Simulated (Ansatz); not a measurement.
**NaH (Fm-3m), phonons: input and output**

Computed with PBEsol, all-electron LAPW in Ansatz 0.2.0, scalar-relativistic; not a measurement.

Cell and atoms were relaxed beforehand by PAW with this functional.

Command line:

```sh
ansatz run input.yaml --threads 1 --pin off --max-ram 3072MiB --backend cpu --events-out ev --progress --plain --runs-dir out
```

Input:

```yaml
crystal:
  lattice:
    - [0.0, 2.39567397124, 2.39567397124]
    - [2.39567397124, 0.0, 2.39567397124]
    - [2.39567397124, 2.39567397124, 0.0]
  atoms:
    - { symbol: Na, position: [0.0, 0.0, 0.0] }
    - { symbol: H, position: [0.5, 0.5, 0.5] }
kpoints:
  mp_grid: { grid: [8, 8, 8] }
scf:
  occupations: { method: fixed }
hamiltonian:
  xc: pbesol
  pseudopotentials: { kind: all_electron, lapw: { basis_error: 0.0005 } }
phonons:
  qmesh: [2, 2, 2]
  qpath:
    path:
      - [0.0, 0.0, 0.0]
      - [0.5, 0.0, 0.5]
      - [0.625, 0.25, 0.625]
      - [0.375, 0.375, 0.75]
      - [0.0, 0.0, 0.0]
      - [0.5, 0.5, 0.5]
      - [0.5, 0.25, 0.75]
      - [0.5, 0.0, 0.5]
    npoints: 6
  temperatures: { t_min: 0, t_max: 1000, t_step: 100 }
```

The program printed:

```
Warning: RAYON_NUM_THREADS=1 ignored (pool sized by the plan → 1); use --threads N
LAPW: plane waves up to 6.944 Å⁻¹, error target 5.0e-4 eV per atom; small_component_spin mean_spin; H in spheres of 0.930 Å, 1 of its electrons in bands, Dirac shells []; Na in spheres of 1.393 Å, 9 of its electrons in bands, ...
Engine: ansatz 0.2.0, aarch64-unknown-linux-gnu
Pseudopotentials: kind: all_electron
Pseudopotential: Na, LAPW, valence charge 9, lapw/all_electron/scalar/gaussian/Na, Koelling and Harmon's equation, gaussian nucleus
Pseudopotential: H, LAPW, valence charge 1, lapw/all_electron/scalar/gaussian/H, Koelling and Harmon's equation, gaussian nucleus
Functional definition: PBEsol
  exchange = pbesol_x
  correlation = pbesol_c
davidson cushion auto → on  (no smearing: the cushion is to keep the highest requested band from converging to the state above it; pin scf.eigensolver.cushion to override)
Crystal: 4 atoms, lattice volume = 54.998 Å³
Basis set: ecut = 183.71673345009546 eV, 319 PW (Γ), FFT grids on a1, a2, −a1+a2+a3, exchange–correlation at level 2
Bands: 14, of which v1, the nominal top of the filled ones, is band 10 counted from 1 (9 counted from 0)
Symmetry: 32 space group operations
k-points: 39 of 256
Non-local potential: Na, projectors of the file, none
Non-local potential: H, projectors of the file, none
Initial density: superposition of atomic densities (chi_scale 0.1, normalization cell, long waves kept (reshape's long-wave potential 0.00 eV rms))
Initial wavefunctions: plane waves of lowest kinetic energy (no species holds an atomic orbital)
Functional: x = pbesol(κ = 0.804, μ = 0.12345679012345678), c = pbesol(β = 0.046)
iter 1 solved again at ethr=7.02e-3 eV; its pass at ethr=1.00e-1 eV (dr2=1.40e0 eV) is discarded
SCF iter   1: F=—  HF=-8851.956419 eV  |F-HF|=—  |Δ(HF+E_count)|=         —  Δρ=4.22e-2  dr2=1.40e0  ethr=7.02e-3  ⟨swp⟩=2.0  Hψ=3669  notcnv=0
[... 60 lines left out ...]
SCF 6 converged in 5 iterations: F = -8851.154018 eV  dr2 = 7.37e-11
SCF converged after 7 iterations
Free energy (F): -8851.154086 eV
Harris-Foulkes:  -8851.154086 eV  (|F-HF|=4.00e-11)
Internal energy: -8851.154086 eV  (E = F + TS)
E sigma→0 (E₀):  -8851.154086 eV
Fermi energy:    0.776938 eV
--- Per-component energies (eV) ---
  E_band       = -453.407702
  E_kinetic    = 8852.859631
  E_xc         = -779.648585
  E_electrostatic = -16924.365132  (all electrons and nuclei)
  E_smearing   = -0.000000  (= −TS)
  E_closure    = -0.000000  (closes the sum)
  Σ components = -8851.154086   (vs F -8851.154086, Δ=0.00e0)
  Basis errors (estimates in eV, not in F): energy 1.8e-4 per atom: plane waves 1.6e-4 (8.7e-5 summed), levels above the bands 0.0e0, relativity 5.5e-10, radial functions 2.0e-5, core shells 4.3e-15; eigenvalues (radial functions ...
--- Forces (eV/Å), atoms counted from 1 ---
  atom   1  Na     0.00000000    -0.00000000    -0.00000000
  atom   2  H      0.00000000     0.00000000     0.00000000
  atom   3  Na     0.00000000    -0.00000000    -0.00000000
  atom   4  H     -0.00000000    -0.00000000    -0.00000000
  max |Σ_I F_I| component: 2.16e-31 eV/Å
--- Phonons: 4 displaced members + 2 references (amplitude of the first 0.01 Å, Σ member SCF iterations 18) ---
  ASR residual: 1.342e-3 → 0.000e0 eV/Å²; symmetrization residual: 6.545e-4 eV/Å²
  largest component of a force at the reference: 2.5e-31 eV/Å
  ASR residual per site (eV/Å²): 1.34e-3 3.74e-4
  Γ frequencies (cm⁻¹): 0.00 0.00 0.00 519.45 519.45 519.45
--- Phonons (by wavevector): 3 wavevectors in 2 supercells ---
  supercell 1 (2 cells, vectors [1, 0, 0], [0, 1, -1], [0, 0, 2] in multiples of the cell's): 2 displaced members by 0.01 Å; free energy -8851.154086 eV; taken off its force constants: by the sum rule 1.3e-3, by the ...
  symmetry images taken by strict's conditions (phonons.symmetry_images: auto; settled by no image being taken that strict refuses)
  supercell 2 (2 cells, vectors [1, 0, 0], [0, 1, 0], [0, 0, 2] in multiples of the cell's): 2 displaced members by 0.01 Å; free energy -8851.154086 eV; taken off its force constants: by the sum rule 5.4e-4, by the symmetrisation ...
  symmetry images taken by strict's conditions (phonons.symmetry_images: auto; settled by no image being taken that strict refuses)
  q = [0.0000, 0.0000, 0.0000] (star 1, supercell 1; hermiticity 9.43e-51, symmetrization 4.60e-5): -0.00 -0.00 0.00 519.45 519.45 519.45
  q = [0.0000, 0.0000, -0.5000] (star 4, supercell 2; hermiticity 1.09e-16, symmetrization 5.15e-16): 124.54 124.54 239.35 585.76 585.76 875.56
  q = [0.0000, -0.5000, -0.5000] (star 3, supercell 1; hermiticity 1.41e-16, symmetrization 4.90e-16): 139.69 139.69 205.03 679.00 679.00 836.49
  joined force constants: q→R imaginary residual 1.62e-17
  density of states and harmonic sums: on the 22×22×22 q-mesh, interpolated from the force constants of a 2×2×2 supercell (no non-analytic term)
  largest difference from the sums on the solved wave vectors: F 5.97e-2 eV, S 9.20e-5 and C_V 3.22e-5 eV/K
```

The calculation finished and met its thresholds.

Harmonic thermodynamics:

Harmonic phonons of a crystal by Kohn-Sham DFT at the given cell, standard atomic masses, acoustic sum rule imposed; negative wavenumbers are unstable modes; sums over wave vectors interpolated from the q mesh.

```json
{
 "Zero point energy": "78.03 meV/atom"
}
```

| temperature (K) | phonon heat capacity (k_B/atom) | phonon entropy (k_B/atom) | phonon free energy (meV/atom) |
| --- | --- | --- | --- |
| 100 | 1.023 | 0.6558 | 76.14 |
| 200 | 1.633 | 1.564 | 66.43 |
| 300 | 2.09 | 2.318 | 49.61 |
| 400 | 2.386 | 2.964 | 26.78 |
| 500 | 2.568 | 3.517 | -1.2 |
| 600 | 2.683 | 3.996 | -33.62 |
| 700 | 2.759 | 4.416 | -69.9 |
| 800 | 2.811 | 4.788 | -109.6 |
| 900 | 2.849 | 5.121 | -152.3 |
| 1000 | 2.876 | 5.423 | -197.8 |

**Zone-centre phonons**

Optical zone-centre levels upwards with Mulliken labels, activity, and the element with most of the kinetic energy.

```json
{
 "Point group": "m-3m"
}
```

```csv
number,phonon wavenumber (cm⁻¹),label,infrared,raman,lead element
1,519.4,T1u,yes,no,H
```

Phonons on the q mesh:

One row a degenerate set, branches counted upwards.

| Item | Value |
| --- | --- |
| Unstable phonons | no |

```tsv
point	q a (r.l.u.)	q b (r.l.u.)	q c (r.l.u.)	branch	phonon wavenumber (cm⁻¹)	degeneracy
Gamma	0	0	0	4	519.4	3
L	0.5	0	0	1	124.5	2
L	0.5	0	0	3	239.4	1
L	0.5	0	0	4	585.8	2
L	0.5	0	0	6	875.6	1
X	0.5	0.5	0	1	139.7	2
X	0.5	0.5	0	3	205	1
X	0.5	0.5	0	4	679	2
X	0.5	0.5	0	6	836.5	1
```

Keep in mind: no LO-TO term in the interpolation; coarse q mesh; no LO-TO term at the zone centre.

It took 54 s on 1 thread of Arm Neoverse V1, with other jobs on the host, peak memory 0.31 GiB.
